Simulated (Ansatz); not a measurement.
# Converging the field response of a NaI (001) film, part 2 of 3

Aim: a convergence study of the equivalent conductor thickness of a NaI (001) film, with the cost of each setting.

Ansatz 0.2.0; plane-wave DFT, PBE, Ansatz PAW (the session's first sound run).

So far, equivalent conductor thickness p/(ε₀AE) (Å): step 2 (run, setting first choice) 11.7; step 5 (single point, box 30.9 Å (run 3)) 11.7; step 6 (run, box 30.9 Å) 12.7; step 7 (run, box 30.9 Å (run 2)) 11.9; step 8 (single point, box 30.9 Å (run 4)) 11.7.

## Step 9: Run, box 30.9 Å (run 3)

input.yaml

```yaml
crystal:
  lattice:
    - [4.57498087, 0.0, 0.0]
    - [0.0, 4.57498087, 0.0]
    - [0.0, 0.0, 30.94]
  atoms:
    - { symbol: Na, position: [0.5, 0.5, 0.290885585] }
    - { symbol: I, position: [0.0, 0.0, 0.290885585] }
    - { symbol: Na, position: [0.0, 0.0, 0.3954427925] }
    - { symbol: I, position: [0.5, 0.5, 0.3954427925] }
    - { symbol: Na, position: [0.5, 0.5, 0.5] }
    - { symbol: I, position: [0.0, 0.0, 0.5] }
    - { symbol: Na, position: [0.0, 0.0, 0.6045572075] }
    - { symbol: I, position: [0.5, 0.5, 0.6045572075] }
    - { symbol: Na, position: [0.5, 0.5, 0.709114415] }
    - { symbol: I, position: [0.0, 0.0, 0.709114415] }
kpoints:
  mp_grid: { grid: [12, 12, 1] }
hamiltonian:
  xc: pbe
scf:
  occupations: { method: fixed }
  convergence: { dr2_threshold: 1.0e-10 }
efield:
  axis: 3
  dipole_correction: true
  ramp_position: 0.97
  ramp_width: 0.06
  amplitude: 0.1
output:
  write_potential: true
  write_density: true
  volumetric_format: npy
```

Started as:

```console
> ansatz run input.yaml --threads 4 --pin off --max-ram 6144MiB --backend cpu --events-out ev --progress --plain --runs-dir out
```

Numbers of over 12 decimals in the logs are rounded to 6 here.

The log of the run:

```text
[...]
Crystal: 10 atoms, lattice volume = 647.588 Å³
Basis set: ecut = 420 eV, 12703 PW (Γ)
Bands: 78, of which v1, the nominal top of the filled ones, is band 65 counted from 1 (64 counted from 0)
Symmetry: 8 space group operations
k-points: 28 of 144
[...]
k-point 0: bands = [... 61 lower, -1.2301, -1.1662, -1.0190, -1.0190, 2.4428, 2.8796, 3.5036, 3.6707, ... 9 higher]
  k-point 1: bands = [... 61 lower, -1.2281, -1.1298, -1.0870, -1.0212, 2.5798, 3.0048, 3.5941, 3.7618, ... 9 higher]
  k-point 2: bands = [... 61 lower, -1.2242, -1.2233, -1.0986, -1.0292, 2.8998, 3.3239, 3.7781, 3.9934, ... 9 higher]
  k-point 27: bands = [... 61 lower, -1.8272, -1.7741, -1.7598, -1.4134, 3.2665, 3.6464, 3.7546, 4.2878, ... 9 higher]
[key lines of the parts left out:]
SCF converged after 11 iterations
Free energy (F): -45009.167916 eV
Fermi energy:    -1.018980 eV
Dipole field:    D = 0.037915 V/Å  (p = 0.135688 e·Å, saw-weighted, corrected)
```

Elapsed: 34 s, on 4 threads of Intel Xeon Platinum 8488C (Sapphire Rapids), shared host; peak memory 2.3 GiB; 2.2 min of CPU time.

The dipole corresponds to a conductor 11.731 Å thick, +0.00 % from the first choice, at 3.0 times its CPU time.

## Step 10: Single point, box 22.9 Å

The cell differs from the one that the last finished run ended in (c 30.940 → 22.940 Å).

input.yaml, the sections that differ from step 9:

```yaml
crystal:
  lattice:
    - [4.57498087, 0.0, 0.0]
    - [0.0, 4.57498087, 0.0]
    - [0.0, 0.0, 22.94]
  atoms:
    - { symbol: Na, position: [0.5, 0.5, 0.2179598954] }
    - { symbol: I, position: [0.0, 0.0, 0.2179598954] }
    - { symbol: Na, position: [0.0, 0.0, 0.3589799477] }
    - { symbol: I, position: [0.5, 0.5, 0.3589799477] }
    - { symbol: Na, position: [0.5, 0.5, 0.5] }
    - { symbol: I, position: [0.0, 0.0, 0.5] }
    - { symbol: Na, position: [0.0, 0.0, 0.6410200523] }
    - { symbol: I, position: [0.5, 0.5, 0.6410200523] }
    - { symbol: Na, position: [0.5, 0.5, 0.7820401046] }
    - { symbol: I, position: [0.0, 0.0, 0.7820401046] }
kpoints:
  mp_grid: { grid: [6, 6, 1] }
# hamiltonian, scf, efield, output: as in step 9
```

The log of the run:

```text
[...]
Crystal: 10 atoms, lattice volume = 480.145 Å³
Basis set: ecut = 420 eV, 9373 PW (Γ)
Bands: 78, of which v1, the nominal top of the filled ones, is band 65 counted from 1 (64 counted from 0)
Symmetry: 8 space group operations
k-points: 10 of 36
[...]
k-point 0: bands = [... 61 lower, 0.3479, 0.4120, 0.5591, 0.5591, 4.0146, 4.4836, 5.0640, 5.2358, ... 9 higher]
  k-point 1: bands = [... 61 lower, 0.3537, 0.3547, 0.4794, 0.5489, 4.4786, 4.9219, 5.3279, 5.5779, ... 9 higher]
  k-point 2: bands = [... 61 lower, 0.2483, 0.3583, 0.3606, 0.5061, 5.1736, 5.6328, 5.7953, 5.9082, ... 9 higher]
  k-point 9: bands = [... 61 lower, -0.2492, -0.1961, -0.1819, 0.1648, 4.8440, 5.2256, 5.3322, 5.8638, ... 9 higher]
[key lines of the parts left out:]
SCF converged after 11 iterations
Free energy (F): -45009.167590 eV
Fermi energy:    0.559071 eV
Dipole field:    D = 0.051069 V/Å  (p = 0.135509 e·Å, saw-weighted, corrected)
```

It took 8 s on 4 threads; peak memory 1.2 GiB.

The dipole corresponds to a conductor 11.715 Å thick, -0.13 % from the first choice, at 0.71 times its CPU time.

## Step 11: Single point, box 26.9 Å

The cell differs from the one that the last finished run ended in (c 22.940 → 26.940 Å).

input.yaml, the sections that differ from step 10:

```yaml
crystal:
  lattice:
    - [4.57498087, 0.0, 0.0]
    - [0.0, 4.57498087, 0.0]
    - [0.0, 0.0, 26.94]
  atoms:
    - { symbol: Na, position: [0.5, 0.5, 0.2598366741] }
    - { symbol: I, position: [0.0, 0.0, 0.2598366741] }
    - { symbol: Na, position: [0.0, 0.0, 0.379918337] }
    - { symbol: I, position: [0.5, 0.5, 0.379918337] }
    - { symbol: Na, position: [0.5, 0.5, 0.5] }
    - { symbol: I, position: [0.0, 0.0, 0.5] }
    - { symbol: Na, position: [0.0, 0.0, 0.620081663] }
    - { symbol: I, position: [0.5, 0.5, 0.620081663] }
    - { symbol: Na, position: [0.5, 0.5, 0.7401633259] }
    - { symbol: I, position: [0.0, 0.0, 0.7401633259] }
# kpoints, hamiltonian, scf, efield, output: as in step 10
```

The log of the run:

```text
[...]
Crystal: 10 atoms, lattice volume = 563.866 Å³
Basis set: ecut = 420 eV, 11043 PW (Γ)
Bands: 78, of which v1, the nominal top of the filled ones, is band 65 counted from 1 (64 counted from 0)
Symmetry: 8 space group operations
k-points: 10 of 36
[...]
k-point 0: bands = [... 61 lower, -0.5583, -0.4944, -0.3471, -0.3471, 3.1146, 3.5536, 4.1741, 4.3471, ... 9 higher]
  k-point 1: bands = [... 61 lower, -0.5524, -0.5514, -0.4268, -0.3573, 3.5728, 3.9976, 4.4479, 4.6745, ... 9 higher]
  k-point 2: bands = [... 61 lower, -0.6577, -0.5478, -0.5455, -0.4001, 4.2620, 4.7307, 4.8909, 4.9943, ... 9 higher]
  k-point 9: bands = [... 61 lower, -1.1553, -1.1024, -1.0880, -0.7416, 3.9382, 4.3180, 4.4263, 4.9594, ... 9 higher]
[key lines of the parts left out:]
SCF converged after 11 iterations
Free energy (F): -45009.167511 eV
Fermi energy:    -0.347076 eV
Dipole field:    D = 0.043544 V/Å  (p = 0.135688 e·Å, saw-weighted, corrected)
```

Elapsed: 9.6 s, on 4 threads; peak memory 1.3 GiB; 37 s of CPU time.

The dipole corresponds to a conductor 11.731 Å thick, -0.00 % from the first choice, at 0.86 times its CPU time.

## Step 12: Run, box 38.9 Å

The cell differs from the one that the last finished run ended in (c 26.940 → 38.940 Å).

input.yaml, the sections that differ from step 11:

```yaml
crystal:
  lattice:
    - [4.57498087, 0.0, 0.0]
    - [0.0, 4.57498087, 0.0]
    - [0.0, 0.0, 38.94]
  atoms:
    - { symbol: Na, position: [0.5, 0.5, 0.333846944] }
    - { symbol: I, position: [0.0, 0.0, 0.333846944] }
    - { symbol: Na, position: [0.0, 0.0, 0.416923472] }
    - { symbol: I, position: [0.5, 0.5, 0.416923472] }
    - { symbol: Na, position: [0.5, 0.5, 0.5] }
    - { symbol: I, position: [0.0, 0.0, 0.5] }
    - { symbol: Na, position: [0.0, 0.0, 0.583076528] }
    - { symbol: I, position: [0.5, 0.5, 0.583076528] }
    - { symbol: Na, position: [0.5, 0.5, 0.666153056] }
    - { symbol: I, position: [0.0, 0.0, 0.666153056] }
# kpoints, hamiltonian, scf, efield, output: as in step 11
```

The log of the run:

```text
[...]
Crystal: 10 atoms, lattice volume = 815.032 Å³
Basis set: ecut = 420 eV, 15971 PW (Γ)
Bands: 78, of which v1, the nominal top of the filled ones, is band 65 counted from 1 (64 counted from 0)
Symmetry: 8 space group operations
k-points: 10 of 36
[...]
k-point 0: bands = [... 61 lower, -2.1596, -2.0957, -1.9484, -1.9484, 1.5133, 1.9498, 2.5739, 2.7314, ... 9 higher]
  k-point 1: bands = [... 61 lower, -2.1537, -2.1528, -2.0281, -1.9586, 1.9700, 2.3941, 2.8472, 3.0448, ... 9 higher]
  k-point 2: bands = [... 61 lower, -2.2592, -2.1492, -2.1469, -2.0015, 2.6576, 3.1304, 3.2898, 3.3905, ... 9 higher]
  k-point 9: bands = [... 61 lower, -2.7567, -2.7036, -2.6894, -2.3429, 2.3369, 2.7168, 2.8251, 3.3583, ... 9 higher]
[key lines of the parts left out:]
SCF converged after 11 iterations
Free energy (F): -45009.167534 eV
Fermi energy:    -1.948444 eV
Dipole field:    D = 0.030126 V/Å  (p = 0.135693 e·Å, saw-weighted, corrected)
```

Run time: 14 s. Hardware: 4 threads; peak memory 1.8 GiB; 56 s of CPU time.

The dipole corresponds to a conductor 11.731 Å thick, +0.00 % from the first choice, at 1.3 times its CPU time.

## Step 13: Run, box 30.9 Å (run 4)

input.yaml, the sections that differ from step 12:

```yaml
crystal:
  lattice:
    - [4.57498087, 0.0, 0.0]
    - [0.0, 4.57498087, 0.0]
    - [0.0, 0.0, 30.94]
  atoms:
    - { symbol: Na, position: [0.5, 0.5, 0.290885585] }
    - { symbol: I, position: [0.0, 0.0, 0.290885585] }
    - { symbol: Na, position: [0.0, 0.0, 0.3954427925] }
    - { symbol: I, position: [0.5, 0.5, 0.3954427925] }
    - { symbol: Na, position: [0.5, 0.5, 0.5] }
    - { symbol: I, position: [0.0, 0.0, 0.5] }
    - { symbol: Na, position: [0.0, 0.0, 0.6045572075] }
    - { symbol: I, position: [0.5, 0.5, 0.6045572075] }
    - { symbol: Na, position: [0.5, 0.5, 0.709114415] }
    - { symbol: I, position: [0.0, 0.0, 0.709114415] }
efield:
  axis: 3
  dipole_correction: true
  ramp_position: 0.97
  ramp_width: 0.06
  amplitude: 0.005
# kpoints, hamiltonian, scf, output: as in step 12
```

The log of the run:

```text
[...]
Crystal: 10 atoms, lattice volume = 647.588 Å³
Basis set: ecut = 420 eV, 12703 PW (Γ)
Bands: 78, of which v1, the nominal top of the filled ones, is band 65 counted from 1 (64 counted from 0)
Symmetry: 8 space group operations
k-points: 10 of 36
[...]
k-point 0: bands = [... 61 lower, -1.2322, -1.1967, -1.0747, -1.0747, 2.5488, 2.8018, 3.5119, 3.7118, ... 9 higher]
  k-point 1: bands = [... 61 lower, -1.2350, -1.2273, -1.1459, -1.0910, 3.0746, 3.1813, 3.7854, 4.0484, ... 9 higher]
  k-point 2: bands = [... 61 lower, -1.3396, -1.2954, -1.2370, -1.1591, 3.8314, 3.8571, 4.2396, 4.3061, ... 9 higher]
  k-point 9: bands = [... 61 lower, -1.8637, -1.8187, -1.6144, -1.5866, 3.3699, 3.5599, 3.7699, 4.2751, ... 9 higher]
[key lines of the parts left out:]
SCF converged after 11 iterations
Free energy (F): -45009.160858 eV
Fermi energy:    -1.074697 eV
Dipole field:    D = 0.001896 V/Å  (p = 0.006784 e·Å, saw-weighted, corrected)
```

It took 11 s on 4 threads; peak memory 1.5 GiB.

The dipole corresponds to a conductor 11.730 Å thick, -0.01 % from the first choice, at 0.99 times its CPU time.

## Step 14: Single point, box 30.9 Å (run 5)

Changes to input.yaml since step 13:

```diff
@@ -28,3 +28,3 @@
   ramp_width: 0.06
-  amplitude: 0.005
+  amplitude: 0.03
 output:
```

The log of the run:

```text
[...]
Crystal: 10 atoms, lattice volume = 647.588 Å³
Basis set: ecut = 420 eV, 12703 PW (Γ)
Bands: 78, of which v1, the nominal top of the filled ones, is band 65 counted from 1 (64 counted from 0)
Symmetry: 8 space group operations
k-points: 10 of 36
[...]
k-point 0: bands = [... 61 lower, -1.2327, -1.1939, -1.0691, -1.0691, 2.5369, 2.8113, 3.5111, 3.7092, ... 9 higher]
  k-point 1: bands = [... 61 lower, -1.2346, -1.2279, -1.1411, -1.0847, 3.0453, 3.2079, 3.7848, 4.0447, ... 9 higher]
  k-point 2: bands = [... 61 lower, -1.3379, -1.2865, -1.2377, -1.1487, 3.7698, 3.9159, 4.2360, 4.3084, ... 9 higher]
  k-point 9: bands = [... 61 lower, -1.8603, -1.8109, -1.6565, -1.5438, 3.3572, 3.5711, 3.7685, 4.2762, ... 9 higher]
[key lines of the parts left out:]
SCF converged after 11 iterations
Free energy (F): -45009.161451 eV
Fermi energy:    -1.069120 eV
Dipole field:    D = 0.011373 V/Å  (p = 0.040703 e·Å, saw-weighted, corrected)
```

It took 11 s on 4 threads; peak memory 1.5 GiB.

The dipole corresponds to a conductor 11.730 Å thick, -0.01 % from the first choice, at 1.0 times its CPU time.

## Step 15: Single point, box 30.9 Å (run 6)

Changes to input.yaml since step 14:

```diff
@@ -28,3 +28,3 @@
   ramp_width: 0.06
-  amplitude: 0.03
+  amplitude: 0.3
 output:
```

The log of the run:

```text
[...]
Crystal: 10 atoms, lattice volume = 647.588 Å³
Basis set: ecut = 420 eV, 12703 PW (Γ)
Bands: 78, of which v1, the nominal top of the filled ones, is band 65 counted from 1 (64 counted from 0)
Symmetry: 8 space group operations
k-points: 10 of 36
[...]
k-point 0: bands = [... 61 lower, -1.1141, -0.9728, -0.7482, -0.7482, 2.0077, 2.8421, 3.1050, 3.4544, ... 9 higher]
  k-point 1: bands = [... 61 lower, -1.0923, -1.0627, -0.8705, -0.7449, 2.3692, 3.1419, 3.5333, 3.8153, ... 9 higher]
  k-point 2: bands = [... 61 lower, -1.2238, -1.0444, -0.9346, -0.7449, 2.9889, 3.8063, 3.9756, 4.3408, ... 9 higher]
  k-point 9: bands = [... 61 lower, -1.6118, -1.6118, -1.5810, -1.0383, 2.9077, 3.6479, 3.8516, 4.4073, ... 9 higher]
[key lines of the parts left out:]
SCF converged after 11 iterations
Free energy (F): -45009.221918 eV
Fermi energy:    -0.744852 eV
Dipole field:    D = 0.113818 V/Å  (p = 0.407331 e·Å, saw-weighted, corrected)
```

The job ended after 12 s (4 threads; peak memory 1.5 GiB; 46 s of CPU time).

The dipole corresponds to a conductor 11.738 Å thick, +0.07 % from the first choice, at 1.1 times its CPU time.

## Step 16: Single point, box 30.9 Å (run 7)

Changes to input.yaml since step 15:

```diff
@@ -22,3 +22,3 @@
   occupations: { method: fixed }
-  convergence: { dr2_threshold: 1.0e-10 }
+  convergence: { dr2_threshold: 0.0001 }
 efield:
@@ -28,3 +28,3 @@
   ramp_width: 0.06
-  amplitude: 0.3
+  amplitude: 0.1
 output:
```

The log of the run:

```text
[...]
Crystal: 10 atoms, lattice volume = 647.588 Å³
Basis set: ecut = 420 eV, 12703 PW (Γ)
Bands: 78, of which v1, the nominal top of the filled ones, is band 65 counted from 1 (64 counted from 0)
Symmetry: 8 space group operations
k-points: 10 of 36
[...]
k-point 0: bands = [... 61 lower, -1.2302, -1.1662, -1.0191, -1.0191, 2.4423, 2.8791, 3.5033, 3.6707, ... 9 higher]
  k-point 1: bands = [... 61 lower, -1.2243, -1.2234, -1.0987, -1.0292, 2.8994, 3.3234, 3.7778, 3.9934, ... 9 higher]
  k-point 2: bands = [... 61 lower, -1.3297, -1.2198, -1.2175, -1.0721, 3.5873, 4.0594, 4.2188, 4.3203, ... 9 higher]
  k-point 9: bands = [... 61 lower, -1.8273, -1.7742, -1.7598, -1.4136, 3.2661, 3.6460, 3.7544, 4.2876, ... 9 higher]
[key lines of the parts left out:]
SCF converged after 7 iterations
Free energy (F): -45009.167624 eV
Fermi energy:    -1.019050 eV
Dipole field:    D = 0.037901 V/Å  (p = 0.135640 e·Å, saw-weighted, corrected)
```

Run time: 11 s. Hardware: 4 threads; peak memory 1.5 GiB.

The dipole corresponds to a conductor 11.727 Å thick, -0.04 % from the first choice, at 0.96 times its CPU time.

## Step 17: Run, box 30.9 Å (run 5)

Changes to input.yaml since step 16:

```diff
@@ -22,3 +22,3 @@
   occupations: { method: fixed }
-  convergence: { dr2_threshold: 0.0001 }
+  convergence: { dr2_threshold: 1.0e-06 }
 efield:
```

The log of the run:

```text
[...]
Crystal: 10 atoms, lattice volume = 647.588 Å³
Basis set: ecut = 420 eV, 12703 PW (Γ)
Bands: 78, of which v1, the nominal top of the filled ones, is band 65 counted from 1 (64 counted from 0)
Symmetry: 8 space group operations
k-points: 10 of 36
[...]
k-point 0: bands = [... 61 lower, -1.2301, -1.1662, -1.0190, -1.0190, 2.4427, 2.8795, 3.5036, 3.6706, ... 9 higher]
  k-point 1: bands = [... 61 lower, -1.2242, -1.2233, -1.0986, -1.0291, 2.8997, 3.3238, 3.7781, 3.9933, ... 9 higher]
  k-point 2: bands = [... 61 lower, -1.3297, -1.2196, -1.2174, -1.0720, 3.5875, 4.0597, 4.2192, 4.3207, ... 9 higher]
  k-point 9: bands = [... 61 lower, -1.8272, -1.7741, -1.7598, -1.4133, 3.2664, 3.6463, 3.7545, 4.2878, ... 9 higher]
[key lines of the parts left out:]
SCF converged after 8 iterations
Free energy (F): -45009.167625 eV
Fermi energy:    -1.018960 eV
Dipole field:    D = 0.037920 V/Å  (p = 0.135708 e·Å, saw-weighted, corrected)
```

Elapsed: 11 s, on 4 threads; peak memory 1.5 GiB.

The dipole corresponds to a conductor 11.732 Å thick, +0.01 % from the first choice, at 0.98 times its CPU time.

## Step 18: Run, box 30.9 Å (run 6)

Changes to input.yaml since step 17:

```diff
@@ -22,3 +22,3 @@
   occupations: { method: fixed }
-  convergence: { dr2_threshold: 1.0e-06 }
+  convergence: { dr2_threshold: 1.0e-08 }
 efield:
```

The log of the run:

```text
[...]
Crystal: 10 atoms, lattice volume = 647.588 Å³
Basis set: ecut = 420 eV, 12703 PW (Γ)
Bands: 78, of which v1, the nominal top of the filled ones, is band 65 counted from 1 (64 counted from 0)
Symmetry: 8 space group operations
k-points: 10 of 36
[...]
k-point 0: bands = [... 61 lower, -1.2300, -1.1661, -1.0189, -1.0189, 2.4428, 2.8796, 3.5037, 3.6707, ... 9 higher]
  k-point 1: bands = [... 61 lower, -1.2241, -1.2232, -1.0986, -1.0291, 2.8998, 3.3239, 3.7782, 3.9934, ... 9 higher]
  k-point 2: bands = [... 61 lower, -1.3296, -1.2196, -1.2173, -1.0719, 3.5876, 4.0598, 4.2193, 4.3209, ... 9 higher]
  k-point 9: bands = [... 61 lower, -1.8271, -1.7740, -1.7598, -1.4133, 3.2665, 3.6464, 3.7546, 4.2878, ... 9 higher]
[key lines of the parts left out:]
SCF converged after 10 iterations
Free energy (F): -45009.167625 eV
Fermi energy:    -1.018892 eV
Dipole field:    D = 0.037914 V/Å  (p = 0.135688 e·Å, saw-weighted, corrected)
```

Elapsed: 11 s, on 4 threads; peak memory 1.5 GiB; 43 s of CPU time.

The dipole corresponds to a conductor 11.731 Å thick, -0.00 % from the first choice, at 1.00 times its CPU time.

## Step 19: Run, box 30.9 Å (run 7)

This step: plane-wave DFT, LDA, Ansatz PAW (Ansatz 0.2.0).

Changes to input.yaml since step 18:

```diff
@@ -19,6 +19,6 @@
 hamiltonian:
-  xc: pbe
+  xc: lda
 scf:
   occupations: { method: fixed }
-  convergence: { dr2_threshold: 1.0e-08 }
+  convergence: { dr2_threshold: 1.0e-10 }
 efield:
```

The log of the run:

```text
[...]
Crystal: 10 atoms, lattice volume = 647.588 Å³
Basis set: ecut = 420 eV, 12703 PW (Γ)
Bands: 78, of which v1, the nominal top of the filled ones, is band 65 counted from 1 (64 counted from 0)
Symmetry: 8 space group operations
k-points: 10 of 36
[...]
k-point 0: bands = [... 61 lower, -1.4632, -1.4028, -1.2500, -1.2500, 1.9980, 2.4401, 3.0564, 3.2831, ... 9 higher]
  k-point 1: bands = [... 61 lower, -1.4569, -1.4559, -1.3304, -1.2605, 2.5109, 2.8950, 3.3502, 3.6069, ... 9 higher]
  k-point 2: bands = [... 61 lower, -1.5619, -1.4555, -1.4502, -1.3057, 3.2601, 3.6460, 3.7887, 3.8800, ... 9 higher]
  k-point 9: bands = [... 61 lower, -2.0768, -2.0129, -2.0104, -1.6606, 2.8524, 3.2303, 3.3140, 3.8764, ... 9 higher]
[key lines of the parts left out:]
SCF converged after 11 iterations
Free energy (F): -44124.412210 eV
Fermi energy:    -1.250027 eV
Dipole field:    D = 0.038200 V/Å  (p = 0.136711 e·Å, saw-weighted, corrected)
```

Wall time 11 s (4 threads); peak memory 1.5 GiB; 44 s of CPU time.

The dipole corresponds to a conductor 11.819 Å thick, +0.75 % from the first choice, at 1.0 times its CPU time.

(Part 2 of 3 ends here.)

[Logs are printed without paths, hosts, clocks, repeated set-up lines and the standing remarks that a program may print on its own settings, such as how far it seeks lower states.]

[Hosts, paths, dates, database ids (printed as entryN), source tags and the programs' standing remarks are cut or masked in the printed files.]

[Maps of the electrostatic potential energy from Ansatz leave out the sawtooth potential of an applied field or a dipole correction, so their vacuum need not be flat; planar profiles and work functions include it.]
